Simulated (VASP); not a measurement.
# Re in VASP: notebook, part 2 of 2

VASP 6.6.1.

### 3 Work function, PBEsol

This run uses another cell than the first one, of 44.24 Å³/atom, 1.385 times its volume.

INCAR

```
SYSTEM = Re
ALGO = Normal ; DIPOL = 0.5 0.5 0.500
EDIFF = 1E-6 ; ENCUT = 520
GGA = PS ; IDIPOL = 3
ISIF = 2 ; ISMEAR = 1
LASPH = .True. ; LCHARG = .False.
LDIPOL = .True. ; LREAL = .False.
LVACPOTAV = .True. ; LVHAR = .True.
LWAVE = .False. ; NELM = 60
PREC = Accurate ; SIGMA = 0.1
```

KPOINTS

```
k-points
0
Gamma
  12 8 1
  0 0 0
```

POSCAR

```
Re
1.0
    2.7600000000      0.0000000000      0.0000000000
    0.0000000000      4.4574000000      0.0000000000
    0.0000000000      0.0000000000     21.5772036007
Re
6
Direct
    0.0000000000      0.0000000000      0.3707616681
    0.5000000000      0.0000000000      0.4815373812
    0.5000000000      0.5000000000      0.4076869058
    0.0000000000      0.0000000000      0.5923130942
    0.0000000000      0.5000000000      0.5184626188
    0.5000000000      0.5000000000      0.6292383319
```

Potentials or basis: VASP PAW PBE potentials, release 64 (Re).

On the command line:

```console
$ cat potpaw_PBE.64/Re/POTCAR > POTCAR
$ mpirun -np 1 vasp_std > vasp.out
```

OUTCAR:

```text
SYSTEM = Re
   EDIFF = 1E-6
   ENCUT = 520
   GGA = PS
   ISIF = 2
   ISMEAR = 1
   LASPH = .True.
   LREAL = .False.
   NELM = 60
   PREC = Accurate

 ion  position               nearest neighbor table
   1  0.000  0.000  0.371-   3 2.74   3 2.74   3 2.74   3 2.74   2 2.76   2 2.76
   2  0.500  0.000  0.482-   5 2.74   5 2.74   5 2.74   5 2.74   3 2.74   3 2.74   4 2.76   4 2.76
                             1 2.76   1 2.76
   3  0.500  0.500  0.408-   1 2.74   1 2.74   1 2.74   1 2.74   2 2.74   2 2.74   5 2.76   5 2.76

   4  0.000  0.000  0.592-   6 2.74   6 2.74   6 2.74   6 2.74   5 2.74   5 2.74   2 2.76   2 2.76

   5  0.000  0.500  0.518-   2 2.74   2 2.74   2 2.74   2 2.74   4 2.74   4 2.74   3 2.76   3 2.76
                             6 2.76   6 2.76
   6  0.500  0.500  0.629-   4 2.74   4 2.74   4 2.74   4 2.74   5 2.76   5 2.76

  LATTYP: Found a simple orthorhombic cell.
 ALAT       =     2.7600000000
 B/A-ratio  =     1.6150000000
 C/A-ratio  =     7.8178273916

  Lattice vectors:

 A1 = (   2.7600000000,   0.0000000000,   0.0000000000)
 A2 = (   0.0000000000,   4.4574000000,   0.0000000000)
 A3 = (   0.0000000000,   0.0000000000,  21.5772036007)

Analysis of symmetry for initial positions (statically):
=====================================================================
 Subroutine PRICEL returns:
 Original cell was already a primitive cell.

 Routine SETGRP: Setting up the symmetry group for a
 simple orthorhombic supercell.

 Subroutine GETGRP returns: Found  8 space group operations
 (whereof  4 operations were pure point group operations)
 out of a pool of  8 trial point group operations.

The static configuration has the point symmetry C_2v.
 The point group associated with its full space group is D_2h.

Analysis of symmetry for dynamics (positions and initial velocities):
=====================================================================
 Subroutine PRICEL returns:
 Original cell was already a primitive cell.

 Routine SETGRP: Setting up the symmetry group for a
 simple orthorhombic supercell.

 Subroutine GETGRP returns: Found  8 space group operations
 (whereof  4 operations were pure point group operations)
 out of a pool of  8 trial point group operations.

The dynamic configuration has the point symmetry C_2v.
 The point group associated with its full space group is D_2h.

 Subroutine INISYM returns: Found  8 space group operations
 (whereof  4 operations are pure point group operations),
 and found     1 'primitive' translations

----------------------------------------------------------------------------------------

                                     Primitive cell

  volume of cell :     265.4519

  direct lattice vectors                    reciprocal lattice vectors
     2.760000000  0.000000000  0.000000000     0.362318841  0.000000000  0.000000000
     0.000000000  4.457400000  0.000000000     0.000000000  0.224346031  0.000000000
     0.000000000  0.000000000 21.577203601     0.000000000  0.000000000  0.046345209

  length of vectors
     2.760000000  4.457400000 21.577203601     0.362318841  0.224346031  0.046345209

  position of ions in fractional coordinates (direct lattice)
     0.000000000  0.000000000  0.370761668
     0.500000000  0.000000000  0.481537381
     0.500000000  0.500000000  0.407686906
     0.000000000  0.000000000  0.592313094
     0.000000000  0.500000000  0.518462619
     0.500000000  0.500000000  0.629238332
[... 43 lines left out ...]
  0.416667  0.000000  0.000000      2.000000
[... 16 lines left out ...]
  0.083333  0.375000  0.000000      4.000000
  0.166667  0.375000  0.000000      4.000000
 [... further k-points ...]
   k-points           NKPTS =     35   k-points in BZ     NKDIM =     35   number of bands    NBANDS=     25
   number of dos      NEDOS =    301   number of ions     NIONS =      6
   total plane-waves  NPLWV = 138240
   dimension x,y,z NGX =    24 NGY =   36 NGZ =  160
   dimension x,y,z NGXF=    48 NGYF=   72 NGZF=  320
   ions per type =               6
   NGX,Y,Z   is equivalent  to a cutoff of  14.46, 13.43, 12.33 a.u.
   NGXF,Y,Z  is equivalent  to a cutoff of  28.91, 26.85, 24.66 a.u.
 SYSTEM =  Re
   PREC   = accura    normal or accurate (medium, high low for compatibility)
   ISTART =      0    job   : 0-new  1-cont  2-samecut
   ICHARG =      2    charge: 1-file 2-atom 10-const
   ISPIN  =      1    spin polarized calculation?
   LNONCOLLINEAR =      F non collinear calculations
   LSORBIT =      F    spin-orbit coupling
   LASPH  =      T    aspherical Exc in radial PAW
   ENCUT  =  520.0 eV  38.22 Ry    6.18 a.u.   5.13  8.29 40.12*2*pi/ulx,y,z
   NELM   =     60;   NELMIN=  2; NELMDL= -5     # of ELM steps
   EDIFF  = 0.1E-05   stopping-criterion for ELM
   LREAL  =      F    real-space projection
   EDIFFG = 0.1E-04   stopping-criterion for IOM
   NSW    =      0    number of steps for IOM
   IBRION =     -1    ionic relax: 0-MD 1-quasi-New 2-CG
   NFREE  =      0    steps in history (QN), initial steepest desc. (CG)
   ISIF   =      2    stress and relaxation
   ISYM   =      2    0-nonsym 1-usesym 2-fastsym
   POTIM  = 0.5000    time-step for ionic-motion
   TEBEG  =    0.0;   TEEND  =   0.0 temperature during run
   PSTRESS=    0.0 pullay stress
   NELECT =      42.0000    total number of electrons
   NUPDOWN=      -1.0000    fix difference up-down
   EMIN   =  10.00;   EMAX   =-10.00  energy-range for DOS
   EFERMI =   0.00;   METHOD = LEGACY
   ISMEAR =     1;   SIGMA  =   0.10  broadening in eV -4-tet -1-fermi 0-gaus
   EFERMI_NEDOS =   21; number of points for ismear=-14 and -15
   IALGO  =     38    algorithm
   IMIX   =      4    mixing-type and parameters
     AMIX     =   0.40;   BMIX     =  1.00
     AMIX_MAG =   1.60;   BMIX_MAG =  1.00
  volume/ion in A,a.u.               =      44.24       298.56
  Fermi-wavevector in a.u.,A,eV,Ry     =   0.885447  1.673252 10.667194  0.784017
  Thomas-Fermi vector in A             =   2.006482
   LORBIT       =      0    0 simple, 1 ext, 2 COOP (PROOUT), +10 PAW based schemes
   GGA     = PS    functional components
   LHFCALC =     F    Hartree Fock is set to
   AEXX    =    0.0000 exact exchange contribution
   IVDW    =     0    specifies the selected vdW correction
   LEPSILON=     F    determine dielectric tensor
   LRPA    =     F    only Hartree local field effects (RPA)
 non-spin polarized calculation
 Methfessel and Paxton  Order N= 1 SIGMA  =   0.10
  energy-cutoff  :      520.00
  volume of cell :      265.45
 maximum number of plane-waves:      7184
 NGX is ok and might be reduce to    24
   NGX = 11   NGY = 17   NGZ = 81

 dipolmoment           0.000000      0.000000      0.000000 electrons x Angstroem

 number of electron      42.0000002 magnetization

 dipolmoment           0.000000      0.000000     -0.000000 electrons x Angstroem

 Free energy of the ion-electron system (eV)
  ---------------------------------------------------
  ext. energy  EPLUGINS =         0.00000000
  ---------------------------------------------------
  free energy    TOTEN  =       -74.87268901 eV

  energy without entropy =      -74.87567453  energy(sigma->0) =      -74.87368418

 E-fermi :  -0.5163     XC(G=0):  -5.6507

 val. band max:       -0.5406178477   @ k =   0.0000   0.5000   0.0000
 cond. band min:      -0.5143092038   @ k =   0.0000   0.0000   0.0000
 fundamental gap:      0.0263086439
 Fermi energy:        -0.5163139738

 k-point     1 :       0.0000    0.0000    0.0000
  band No.  band energies     occupation
      1      -9.7210      2.00000
      2      -7.7780      2.00000
      3      -6.6265      2.00000
      4      -6.5626      2.00000
      5      -6.1268      2.00000
      6      -5.3657      2.00000
[... 661 lines left out ...]
     24       0.0138     -0.00000
     25       0.5725     -0.00000

 [... further k-points ...]
[... 5 lines left out ...]
  --------------------------------------------------------------------------------------
  -------------------------------------------------------------------------------------
  Total      -12.4468887    -14.5683521     -8.0953183      0.0000000      0.0000000      0.0000000
  in kB      -75.1251820    -87.9296129    -48.8605847      0.0000000      0.0000000      0.0000000
  external PRESSURE =     -70.6384598 kB  Pullay stress =       0.0000000 kB

 VOLUME and BASIS-vectors are now :
 -----------------------------------------------------------------------------
  energy-cutoff  :      520.00
  volume of cell :      265.45
      direct lattice vectors                 reciprocal lattice vectors
     2.760000000  0.000000000  0.000000000     0.362318841  0.000000000  0.000000000
     0.000000000  4.457400000  0.000000000     0.000000000  0.224346031  0.000000000
     0.000000000  0.000000000 21.577203601     0.000000000  0.000000000  0.046345209

 POSITION                                       TOTAL-FORCE (eV/Angst)
 -----------------------------------------------------------------------------------
      0.00000      0.00000      8.00000         0.000000      0.000000      1.540287
      1.38000      0.00000     10.39023         0.000000      0.000000     -0.693436
      1.38000      2.22870      8.79674         0.000000      0.000000     -0.003637
      0.00000      0.00000     12.78046         0.000000      0.000000      0.003637
      0.00000      2.22870     11.18697         0.000000      0.000000      0.693436
      1.38000      2.22870     13.57720         0.000000      0.000000     -1.540287
 -----------------------------------------------------------------------------------
    total drift:                                0.000000      0.000000     -0.000000

  FREE ENERGIE OF THE ION-ELECTRON SYSTEM (eV)
  ---------------------------------------------------
  free  energy   TOTEN  =       -74.8726890075 eV

  energy  without entropy=      -74.8756745262  energy(sigma->0) =      -74.87368418

 vacuum level on the upper side and lower side of the slab         4.256         4.256
```

It took 8.6 min on 1 thread of Intel Xeon Platinum 8559C (Emerald Rapids), shared host; peak memory 0.45 GiB.

Results:

* Free energy: -74.8727 eV
* Largest force: 1.540 eV/Å
* Band gap on the k mesh: none (metal or under the smearing width)
* Work function of the upper face: 4.77 eV
* Work function of the lower face: 4.77 eV

Forces in eV/Å, atoms in the order of the input:
```
Re   0.000  0.000  1.540
Re   0.000  0.000 -0.693
Re   0.000  0.000 -0.004
Re   0.000  0.000  0.004
Re   0.000  0.000  0.693
Re   0.000  0.000 -1.540
```

Caveat: the PAW data sets were made with another functional, which shifts forces and pressure a little. The run has no spin-orbit coupling, so splittings on Re are missing.
